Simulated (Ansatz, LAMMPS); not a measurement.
# Relaxing a frame of liquid Al2O3 from 3000 K (175 atoms), part 3 of 3

Wanted: the relaxed structure of a frame of liquid Al2O3 from 3000 K (175 atoms) and its electronic structure.

Ansatz 0.2.0; Kohn-Sham DFT, revPBE, PAW (set soft_2), plane waves.

The cell: 70 Al and 105 O. The network of bonds at the start is that of the classical potential that made the cell. Sampling is at Γ alone, for a cell whose shortest periodic width is 13 Å.

So far, density (g/cm³): step 5 (distances and neighbours after relaxation) 2.78.

### Step 6. Single point at the relaxed geometry

One more single point at the end of the walk gives the fuller output and checks the residual forces.

The input, input.yaml:

```yaml
crystal:
  lattice:
    - [12.8697, 0.0, 0.0]
    - [0.0, 12.8697, 0.0]
    - [0.0, 0.0, 12.8697]
  atoms:
    - { symbol: Al, position: [0.87616, 0.03145, 0.20444] }
    - { symbol: Al, position: [0.05561, 0.03427, 0.99879] }
    - { symbol: Al, position: [0.79231, 0.97087, 0.01145] }
    - { symbol: Al, position: [0.63857, 0.10099, 0.14243] }
    - { symbol: Al, position: [0.62731, 0.63871, 0.11729] }
    - { symbol: Al, position: [0.12403, 0.66908, 0.40651] }
    - { symbol: Al, position: [0.87777, 0.99076, 0.40897] }
    - { symbol: Al, position: [0.69254, 0.27318, 0.2897] }
    - { symbol: Al, position: [0.51207, 0.60353, 0.60717] }
    - { symbol: Al, position: [0.69875, 0.36374, 0.85671] }
    - { symbol: Al, position: [0.33617, 0.38549, 0.02133] }
    - { symbol: Al, position: [0.98663, 0.81564, 0.99796] }
    - { symbol: Al, position: [0.09259, 0.90984, 0.70301] }
    - { symbol: Al, position: [0.95647, 0.5042, 0.50513] }
    - { symbol: Al, position: [0.97397, 0.77415, 0.52368] }
    - { symbol: Al, position: [0.37142, 0.67542, 0.39872] }
    - { symbol: Al, position: [0.76758, 0.63722, 0.31338] }
    - { symbol: Al, position: [0.11723, 0.91997, 0.41418] }
    - { symbol: Al, position: [0.57921, 0.37025, 0.48374] }
    - { symbol: Al, position: [0.86411, 0.77453, 0.75082] }
    - { symbol: Al, position: [0.77942, 0.2187, 0.50755] }
    - { symbol: Al, position: [0.0823, 0.0866, 0.52489] }
    - { symbol: Al, position: [0.61394, 0.74643, 0.74464] }
    - { symbol: Al, position: [0.25591, 0.2853, 0.80921] }
    - { symbol: Al, position: [0.45452, 0.17265, 0.52888] }
    - { symbol: Al, position: [0.33944, 0.9112, 0.34311] }
    - { symbol: Al, position: [0.51917, 0.99245, 0.75331] }
    - { symbol: Al, position: [0.69622, 0.59911, 0.87005] }
    - { symbol: Al, position: [0.21159, 0.72982, 0.60086] }
    - { symbol: Al, position: [0.82412, 0.20686, 0.73581] }
    - { symbol: Al, position: [0.64001, 0.01667, 0.54082] }
    - { symbol: Al, position: [0.64187, 0.14069, 0.90652] }
    [... 137 atom lines left out ...]
    - { symbol: O, position: [0.93014, 0.94658, 0.99138] }
    - { symbol: O, position: [0.21627, 0.98693, 0.70152] }
    - { symbol: O, position: [0.62384, 0.0503, 0.67899] }
    - { symbol: O, position: [0.82482, 0.51842, 0.56182] }
    - { symbol: O, position: [0.56893, 0.35586, 0.81199] }
    - { symbol: O, position: [0.54429, 0.08694, 0.46934] }
kpoints:
  mp_grid: { grid: [1, 1, 1] }
hamiltonian:
  xc: revpbe
scf:
  occupations: { method: gaussian, width: 0.025 }
output:
  forces: true
  stress: true
  populations: true
  dos:
    method: { smearing: { sigma: 0.1 } }
    de: 0.1
    projected: { site_lists: { Al: [Al], O: [O] } }
  eigenvalues: true
  write_density: true
  write_potential: true
  volumetric_format: npy
  elf: true
```

Run with:

```bash
ansatz run input.yaml --threads 4 --pin off --max-ram 8192MiB --backend cpu --events-out ev --progress --plain --runs-dir out
```

Numbers of over 12 decimals in the logs are rounded to 6 here.

Output:

```text
[...]
Crystal: 175 atoms, lattice volume = 2131.598 Å³
Basis set: ecut = 420 eV, 41851 PW (Γ), exchange–correlation on 180×180×180 points (8 copies of the dense FFT grid, shifted against one another)
Bands: 595, of which v1, the nominal top of the filled ones, is band 420 counted from 1 (419 counted from 0)
Symmetry: 1 space group operations
[...]
k-points: 1
[...]
SCF iter   1: F=—  HF=-97711.110003 eV  |F-HF|=—  |Δ(HF+E_count)|=         —  Δρ=4.15e-3  dr2=4.78e-1  ethr=1.77e-3  ⟨swp⟩=6.0  Hψ=2666  notcnv=0  defer=71
[...]
SCF iter  10: F=-97711.046093 eV  HF=-97711.046094 eV  |F-HF|=1.36e-8  |Δ(HF+E_count)|=   1.33e-7  Δρ=1.85e-6  dr2=6.02e-8  ethr=1.19e-11  ⟨swp⟩=19.0  Hψ=4927  notcnv=0
SCF 1 converged in 10 iterations: F = -97711.046093 eV  dr2 = 6.02e-8
[...]
SCF converged after 10 iterations
Free energy (F): -97711.046093 eV
[...]
Internal energy: -97711.046093 eV  (E = F + TS)
E sigma→0 (E₀):  -97711.046093 eV
Fermi energy:    6.009887 eV
[...]
--- Forces (eV/Å), atoms counted from 1 ---
  atom   1  Al    -0.00805989    -0.00420054    -0.00368934
  atom   2  Al     0.00355624    -0.01297759     0.03053310
  atom   3  Al     0.00153614     0.00506374    -0.00820647
  atom   4  Al     0.00361147    -0.00121494    -0.00777189
  atom   5  Al     0.00626912    -0.00252881     0.00402664
  atom   6  Al    -0.00830309     0.00106298    -0.00573999
  atom   7  Al    -0.00164536     0.00310022    -0.00280982
  atom   8  Al     0.00056412     0.00182165     0.01275645
  atom   9  Al     0.00191845     0.00009002     0.00179923
  atom  10  Al     0.01649531    -0.00189040     0.00703214
  atom  11  Al    -0.00200718    -0.00318538     0.00040899
  atom  12  Al    -0.00537972    -0.00596204     0.00133701
  atom  13  Al    -0.01295439     0.00948901    -0.00840754
  atom  14  Al     0.00053704    -0.01723789     0.00619634
[...]
atom 174  O     -0.00415433     0.00262025    -0.00265774
  atom 175  O     -0.00074641    -0.00503885    -0.00036680
  max |Σ_I F_I| component: 2.71e-4 eV/Å
--- Stress (GPa, compression-positive) ---
       -1.714661       0.454986       0.246995
        0.454988      -0.916395      -0.250892
        0.246998      -0.250892      -1.600656
  P = ⅓ Tr σ = -1.4106 GPa (-14.106 kbar)
--- Band table (eV) ---
[...]
--- Löwdin populations: 175 sites ---
  site symbol       q [e]
     0     Al      1.6406
     1     Al      1.6642
     2     Al      1.6073
[...]
174      O      6.8344
  spilling = 0.008532 (of n_electrons = 840.000000)
```

Elapsed: 46 s, on 4 threads of AMD EPYC 7R43, shared host; peak memory 3.3 GiB; 2.9 min of CPU time.

Numbers from this run:

| Quantity | Value |
| --- | --- |
| free energy | -97711.0461 eV |
| free energy per atom | -558.3488 eV/atom |
| SCF cycles | 10 |
| pressure | -1.411 GPa |
| r.m.s. force component | 0.00603 eV/Å |
| longest force | 0.03756 eV/Å |
| Fermi energy | 6.01 eV |
| gap (highest filled to lowest empty level) | 2.864 eV |
| spilling of the projection | 0.008532 |

Löwdin charges by element and coordination (they lack the spilled electrons, 0.041 e an atom on average):

| element | coordination | atoms | mean charge (e) | spread | least | most |
| --- | --- | --- | --- | --- | --- | --- |
| Al | all | 70 | 1.36 | 0.0293 | 1.29 | 1.48 |
| Al | 3 | 1 | 1.48 | 0 | 1.48 | 1.48 |
| Al | 4 | 42 | 1.37 | 0.0188 | 1.32 | 1.41 |
| Al | 5 | 25 | 1.34 | 0.0189 | 1.31 | 1.39 |
| Al | 6 | 2 | 1.31 | 0.0181 | 1.29 | 1.33 |
| O | all | 105 | -0.840 | 0.0168 | -0.898 | -0.809 |
| O | 2 | 10 | -0.877 | 0.0127 | -0.898 | -0.856 |
| O | 3 | 92 | -0.836 | 0.0117 | -0.866 | -0.809 |
| O | 4 | 3 | -0.836 | 0.0079 | -0.847 | -0.828 |

States in the cell by windows of 1 eV, zero at the Fermi level; the larger projections on atomic orbitals stand beside the total:

| from (eV) | to (eV) | total | O p | Al p | Al s |
| --- | --- | --- | --- | --- | --- |
| -10 | -9 | 0.0 | 0.0 | 0.0 | 0.0 |
| -9 | -8 | 24.1 | 17.8 | 1.6 | 4.1 |
| -8 | -7 | 65.3 | 49.0 | 5.3 | 9.3 |
| -7 | -6 | 82.1 | 64.2 | 10.6 | 5.0 |
| -6 | -5 | 108.5 | 90.4 | 12.6 | 2.7 |
| -5 | -4 | 121.9 | 108.5 | 9.2 | 1.4 |
| -4 | -3 | 116.1 | 108.7 | 4.4 | 0.5 |
| -3 | -2 | 92.9 | 88.4 | 2.5 | 0.2 |
| -2 | -1 | 19.0 | 18.1 | 0.5 | 0.0 |
| -1 | 1 | 0.0 | 0.0 | 0.0 | 0.0 |
| 1 | 2 | 2.0 | 0.0 | 0.1 | 1.2 |
| 2 | 3 | 7.4 | 1.1 | 2.3 | 2.3 |
| 3 | 4 | 18.2 | 2.8 | 6.6 | 4.7 |
| 4 | 5 | 34.6 | 5.0 | 16.5 | 6.2 |

Between -21 and -10 eV lie 210 more states.

The levels nearest the highest filled one (over half full), pooled over k-points and spins:

| level less the highest filled one (eV) | occupation |
| --- | --- |
| -0.43 | 2 |
| -0.379 | 2 |
| -0.351 | 2 |
| -0.175 | 2 |
| -0.156 | 2 |
| 0 | 2 |
| 2.86 | 0 |
| 4.15 | 0 |
| 4.24 | 0 |
| 4.31 | 0 |
| 4.40 | 0 |
| 4.59 | 0 |

Valence density in the ab plane at fractional z = 0.313, with atoms of Al and O within 0.2 Å of it. It is the smooth field of the valence electrons, not physical close to the nuclei.

Values in e/Å³, 13 rows by 16 columns, each cell a mean:
```
0.0 0.1 1.4 4.1 0.6 0.2 1.0 0.5 0.1 0.1 0.2 0.0 0.2 1.5 0.8 0.1
0.0 0.1 0.4 1.1 0.3 0.2 0.2 0.1 0.1 2.5 3.1 0.2 0.2 1.3 0.7 0.1
0.1 0.1 0.0 0.0 0.1 1.9 2.0 0.1 0.1 0.8 0.9 0.1 0.1 0.2 0.3 0.1
0.1 0.3 0.4 0.1 0.1 0.7 0.7 0.1 0.0 0.0 0.1 0.1 0.1 1.6 4.1 0.5
0.1 0.6 0.8 0.2 0.4 0.6 0.1 0.0 0.0 0.0 0.0 0.1 0.1 0.5 1.0 0.2
0.0 0.1 0.1 0.2 1.6 2.6 0.2 0.0 0.1 0.1 0.0 0.3 1.2 0.4 0.1 0.0
0.1 0.1 0.1 0.1 0.3 0.3 0.1 0.1 0.1 0.1 0.0 0.5 4.0 1.3 0.2 0.2
0.1 0.1 0.2 0.3 1.0 0.3 0.1 0.5 0.5 0.1 0.0 0.1 0.2 0.2 0.2 0.4
0.3 0.3 0.1 0.9 4.7 1.1 0.1 0.1 0.2 0.1 0.1 0.1 0.5 1.2 0.3 0.1
2.9 3.3 0.3 0.2 0.3 0.1 0.1 0.1 0.0 0.1 0.1 0.1 0.5 1.2 0.3 0.3
0.6 0.6 0.1 0.0 0.0 0.0 0.1 0.2 0.1 0.5 1.2 0.3 0.1 0.5 0.4 0.1
0.0 0.0 0.0 0.0 0.0 0.0 0.2 0.2 0.1 0.6 1.5 0.3 0.3 3.9 2.6 0.2
0.1 0.1 0.2 0.2 0.1 0.2 2.0 1.2 0.1 0.1 0.1 0.0 0.1 0.7 0.5 0.1
```
Columns run along a (12.9 Å), rows up along b (12.9 Å). Atoms in or near the plane, at fractional coordinates: Al at (0.77, 0.64), Al at (0.50, 0.12), Al at (0.92, 0.22), Al at (0.22, 0.47), O at (0.78, 0.51), O at (0.20, 0.94), O at (0.62, 0.86), O at (0.06, 0.25), O at (0.28, 0.35), O at (0.86, 0.10), O at (0.89, 0.71).

ELF in the ab plane at fractional z = 0.313, with atoms of Al and O within 0.2 Å of it. It is the smooth field of the valence electrons, not physical close to the nuclei.

Values, 13 rows by 16 columns, each cell a mean:
```
0.07 0.16 0.71 0.69 0.61 0.25 0.71 0.57 0.11 0.34 0.40 0.08 0.36 0.70 0.61 0.11
0.12 0.13 0.47 0.65 0.36 0.29 0.33 0.08 0.30 0.75 0.74 0.36 0.30 0.71 0.60 0.10
0.33 0.24 0.03 0.03 0.26 0.77 0.77 0.25 0.16 0.65 0.62 0.19 0.05 0.25 0.32 0.09
0.09 0.31 0.50 0.12 0.12 0.55 0.63 0.15 0.02 0.08 0.06 0.08 0.13 0.72 0.71 0.53
0.13 0.63 0.70 0.17 0.39 0.52 0.24 0.03 0.05 0.06 0.04 0.05 0.03 0.49 0.60 0.33
0.03 0.11 0.13 0.19 0.74 0.78 0.45 0.03 0.20 0.26 0.05 0.41 0.62 0.47 0.08 0.04
0.10 0.09 0.18 0.03 0.31 0.40 0.10 0.21 0.22 0.09 0.06 0.65 0.71 0.72 0.19 0.30
0.19 0.22 0.40 0.26 0.63 0.37 0.13 0.65 0.69 0.14 0.03 0.17 0.33 0.24 0.26 0.65
0.31 0.32 0.13 0.61 0.66 0.71 0.13 0.28 0.23 0.10 0.09 0.09 0.55 0.72 0.33 0.14
0.75 0.74 0.40 0.27 0.44 0.20 0.20 0.16 0.04 0.09 0.09 0.04 0.57 0.70 0.31 0.32
0.59 0.54 0.13 0.13 0.04 0.06 0.30 0.25 0.12 0.57 0.73 0.43 0.12 0.40 0.36 0.18
0.04 0.03 0.06 0.13 0.03 0.07 0.26 0.18 0.07 0.67 0.80 0.43 0.37 0.71 0.74 0.25
0.17 0.10 0.28 0.38 0.14 0.43 0.79 0.78 0.25 0.10 0.18 0.05 0.13 0.42 0.40 0.08
```
Columns run along a (12.9 Å), rows up along b (12.9 Å). Atoms in or near the plane, at fractional coordinates: Al at (0.77, 0.64), Al at (0.50, 0.12), Al at (0.92, 0.22), Al at (0.22, 0.47), O at (0.78, 0.51), O at (0.20, 0.94), O at (0.62, 0.86), O at (0.06, 0.25), O at (0.28, 0.35), O at (0.86, 0.10), O at (0.89, 0.71).

Mean Löwdin charges: Al +1.36, O -0.84 e (they miss 0.85 % of the electrons, so they add up to more than the cell's charge). The largest share in the top eV of filled states is O p (97 % of the projected weight), and in the lowest eV of empty states Al s (64 % of the projected weight).

Local excerpt of 10 atoms (numbers count through the whole input) about Al7, picked at random; x, y, z are measured from there.

| atom | x | y | z | distance (Å) | bonds | Löwdin charge (e) |
| --- | --- | --- | --- | --- | --- | --- |
| Al7 | 0.00 | 0.00 | 0.00 | 0.00 | 5 | 1.36 |
| O80 | 0.17 | -1.19 | 1.37 | 1.82 | 3 | -0.82 |
| O133 | 1.83 | 0.43 | 0.03 | 1.88 | 3 | -0.84 |
| O150 | -0.24 | 1.45 | -1.18 | 1.88 | 3 | -0.85 |
| O124 | -0.32 | -0.95 | -1.65 | 1.93 | 3 | -0.84 |
| O116 | -1.47 | 1.08 | 1.17 | 2.17 | 3 | -0.81 |
| Al1 | -0.02 | 0.52 | -2.63 | 2.68 | 4 | 1.36 |
| Al52 | 0.22 | -0.35 | 3.10 | 3.13 | 5 | 1.33 |
| Al18 | 3.08 | -0.91 | 0.07 | 3.21 | 4 | 1.35 |
| Al63 | 0.58 | 2.97 | -1.10 | 3.22 | 4 | 1.37 |

The column of bonds counts only the pairs O-Al within 2.49 Å; other neighbours, such as metal atoms beside each other in a compound, aren't counted, and periodic images can show an atom twice.

### Step 7. With scf.convergence.dr2_threshold = 1e-11

Changed here: scf.convergence.dr2_threshold = 1e-11.

The input, input.yaml:

```yaml
crystal:
  lattice:
    - [12.8697, 0.0, 0.0]
    - [0.0, 12.8697, 0.0]
    - [0.0, 0.0, 12.8697]
  atoms:
    [... the 175 atom lines of step 3 ...]
kpoints:
  mp_grid: { grid: [1, 1, 1] }
hamiltonian:
  xc: revpbe
scf:
  occupations: { method: gaussian, width: 0.025 }
  convergence: { dr2_threshold: 1.0e-11 }
output:
  forces: true
  stress: true
  populations: true
  dos:
    method: { smearing: { sigma: 0.08 } }
    de: 0.1
    projected: { site_lists: { Al: [Al], O: [O] } }
  eigenvalues: true
```

Output:

```text
[...]
Crystal: 175 atoms, lattice volume = 2131.598 Å³
Basis set: ecut = 420 eV, 41851 PW (Γ), exchange–correlation on 180×180×180 points (8 copies of the dense FFT grid, shifted against one another)
Bands: 595, of which v1, the nominal top of the filled ones, is band 420 counted from 1 (419 counted from 0)
Symmetry: 1 space group operations
[...]
k-points: 1
[...]
SCF iter   1: F=—  HF=-97606.142807 eV  |F-HF|=—  |Δ(HF+E_count)|=         —  Δρ=5.60e-3  dr2=1.12e0  ethr=1.77e-3  ⟨swp⟩=6.0  Hψ=2671  notcnv=0  defer=67
[...]
SCF iter  19: F=-97605.945433 eV  HF=-97605.945433 eV  |F-HF|=0.00e0  |Δ(HF+E_count)|=  4.37e-11  Δρ=1.55e-8  dr2=6.77e-12  ethr=1.00e-12  ⟨swp⟩=17.0  Hψ=3883  notcnv=0
SCF 1 converged in 19 iterations: F = -97605.945433 eV  dr2 = 6.77e-12
[...]
SCF converged after 19 iterations
Free energy (F): -97605.945433 eV
[...]
Internal energy: -97605.945433 eV  (E = F + TS)
E sigma→0 (E₀):  -97605.945433 eV
Fermi energy:    5.605207 eV
[...]
--- Forces (eV/Å), atoms counted from 1 ---
  atom   1  Al     3.19864331     3.80452387    -3.34568218
  atom   2  Al    -1.60729998     0.12544851     7.50347941
  atom   3  Al     3.20061738     3.33886825    -3.65520428
  atom   4  Al     0.29804652    -0.49593243     1.36100488
  atom   5  Al    -2.78598659     2.23842528    -3.25974976
  atom   6  Al     0.78811713    -3.07641779    -3.78608293
  atom   7  Al     6.58131794     0.61769592    -2.90305409
  atom   8  Al    -4.16864615     5.75986871     0.63003472
  atom   9  Al     2.71409991     1.08217123    -0.40975119
  atom  10  Al    -6.14929598     0.33514798    -1.73781253
  atom  11  Al     2.82723830     1.49726405    -1.41701491
  atom  12  Al     0.50870248     0.71095564    -5.18174764
  atom  13  Al     6.70656037     2.89178574     0.02785761
  atom  14  Al     1.92567572    -1.27097621    -3.20110590
[...]
atom 174  O      7.02011930     1.20335227     8.62258888
  atom 175  O     -5.49643638     5.69227861    -2.32120727
  max |Σ_I F_I| component: 1.18e-4 eV/Å
--- Stress (GPa, compression-positive) ---
       12.120700      -0.226056       0.706513
       -0.226050       9.618028      -1.439636
        0.706504      -1.439649      10.554719
  P = ⅓ Tr σ = 10.7645 GPa (107.645 kbar)
--- Band table (eV) ---
[...]
--- Löwdin populations: 175 sites ---
  site symbol       q [e]
     0     Al      1.6646
     1     Al      1.6171
     2     Al      1.7384
[...]
174      O      6.8985
  spilling = 0.009061 (of n_electrons = 840.000000)
```

Run time: 61 s. Hardware: 4 threads; peak memory 3.3 GiB; 3.9 min of CPU time.

Geometry and reference: those of the single point at the start.

Forces differ from those of the single point at the start by 0.009 meV/Å r.m.s., 3.0e-4 % of their size. It took 1.1 times the reference's time (shared host, so rough).

### Step 8. Outcome

| Property | Result |
| --- | --- |
| energy change in the relaxation | -600.6 meV/atom |
| r.m.s. displacement | 0.843 Å |
| largest displacement | 2.074 Å |
| free energy per atom | -558.3488 eV/atom |
| pressure | -1.411 GPa |
| r.m.s. force component | 0.00603 eV/Å |
| gap (highest filled to lowest empty level) | 2.864 eV |
| wall time of the 4 DFT runs | 21 min |

**Reading.** Relaxation lowers the energy by 601 meV/atom and moves atoms by 0.84 Å r.m.s.; the r.m.s. force component goes from 3.2 to 0.0060 eV/Å, the pressure goes from 11 to -1.4 GPa, and the gap from 0.901 to 2.86 eV. By the final cutoffs 35 of 303 bonded pairs parted and 40 joined. From the first step to the last the energy fell by 105.101 eV, and the largest move was 2.07 Å (O166). The O-Al bonds go from 1.886 Å (spread 0.232) to 1.856 Å (spread 0.107), and their number from 303 to 308. By these cutoffs 60 % of Al atoms have 4 and 88 % of O atoms have 3 bonded neighbours. 10 % of the oxygens bridge two formers (Al) and 0 % are non-bridging; 88 % join three; 3 % join four. The highest filled and lowest empty levels differ by 2.86 eV (at Γ alone); a semilocal functional tends to put such gaps too low. In a disordered cell it changes from sample to sample and from frame to frame.

Caveats: The starting topology of bonds comes from the classical model; in DFT 35 of its 303 bonded pairs passed out of the cutoffs and 40 came within them.

[Logs are printed without paths, hosts, clocks, repeated set-up lines and the standing remarks that a program may print on its own settings, such as how far it seeks lower states.]

[Hosts, paths, dates, database ids (printed as entryN), source tags and the programs' standing remarks are cut or masked in the printed files.]
